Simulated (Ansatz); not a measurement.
Write the native input for Ansatz 0.2.0 that does the following.

- Task: elastic constants
- Functional: PBEsol
- Potentials or basis: Ansatz PAW
- Cutoff: 420 eV (not typed: the program's choice for these potentials)
- k mesh: 6 × 6 × 6
- Occupations: fixed
- Spin: no spin polarisation
- Atoms under strain: relaxed

SnSe:

```
Sn Se
1.0
     0.00000    3.01000    3.01000
     3.01000    0.00000    3.01000
     3.01000    3.01000    0.00000
Sn Se
1 1
Cartesian
  0.0000 0.0000 0.0000
  3.0100 3.0100 3.0100
```

Measurements of this composition are mostly on another form, of space group No. 62.

The input as run:

input.yaml

```yaml
crystal:
  lattice:
    - [0.0, 3.01, 3.01]
    - [3.01, 0.0, 3.01]
    - [3.01, 3.01, 0.0]
  atoms:
    - { symbol: Sn, position: [0.0, 0.0, 0.0] }
    - { symbol: Se, position: [0.5, 0.5, 0.5] }
hamiltonian:
  xc: pbesol
  pseudopotentials: { kind: paw }
kpoints:
  mp_grid: { grid: [6, 6, 6] }
scf:
  occupations: { method: fixed }
output:
  forces: true
  stress: true
elastic:
  mode: relaxed_ion
  stencil: two_point
```

Potentials or basis: Ansatz PAW.

Run with:

```bash
$ ansatz run input.yaml --threads 2 --pin off --max-ram 5632MiB --backend cpu --events-out ev --progress --plain --runs-dir out
```

Results of the run:

| Property | Result |
| --- | --- |
| Pressure | -2.3 GPa |
| Band gap on the k mesh | 0.64 eV, direct |
| Elastic constants C11, C12, C44 | 122, 9, 19 GPa |
| Voigt bulk modulus | 47 GPa |

Caveat: spin-orbit coupling is left out, which moves the levels of the heavy elements; the PAW data sets come from PBE, with cores solved anew for the run's functional, which leaves a small shift of forces and pressure.

Wall time 3.1 s on 2 threads of Intel(R) Xeon(R) 6975P-C (Granite Rapids), on a shared host, peak memory 0.43 GiB.
